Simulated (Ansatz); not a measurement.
MgI2, DFT, PBEsol, PAW with Ansatz's default frozen-core files, scalar-relativistic (Ansatz 0.2.0), run on 1 thread of Arm Neoverse V1 on a shared host.

The cell is a measured one (Crystallography Open Database entry 2013551); the temperature and pressure of the measurement aren't taken into account, and nothing was relaxed. The listed cell was then made from it by scaling, straining or moving an atom.

Command: `ansatz run input.yaml --threads 1 --pin off --max-ram 4096MiB --backend cpu --events-out ev --progress --plain --runs-dir out`

```yaml
crystal:
  lattice:
    - [4.1537001214, -0.0207685006, -0.0207685006]
    - [-2.0948361098, 3.6075940751, -0.0076017988]
    - [-0.03431, -0.03431, 6.862]
  atoms:
    - { symbol: Mg, position: [0.0, 0.0, 0.0] }
    - { symbol: I, position: [0.3333333333, 0.6666666667, 0.75763] }
    - { symbol: I, position: [0.6666666667, 0.3333333333, 0.24237] }
kpoints:
  mp_grid: { grid: [7, 7, 4] }
scf:
  occupations: { method: fermi_dirac, width: 0.03 }
hamiltonian:
  xc: pbesol
  pseudopotentials: { kind: paw }
output:
  forces: true
  stress: true
  eigenvalues: true
  efg: { contact_densities: true }
  write_density: true
  write_potential: true
  elf: true
  volumetric_format: npy
```

**Question.** How large is the problem that the program sets up?

**Answer.** 99 irreducible k-points, 1981 plane waves at Γ, 27 bands.

**Question.** Estimate the wall time and the peak memory.

**Answer.** 24 s of wall time for 7 SCF iterations, with a peak of 0.52 GiB. Times on shared machines scatter by tens of per cent.

**Question.** And the same cell and mesh by all-electron PAW (datasets made for this crystal), asked for forces, stress, eigenvalues, efg, on the same hardware?

**Answer.** 43 s, peak memory 0.9 GiB.
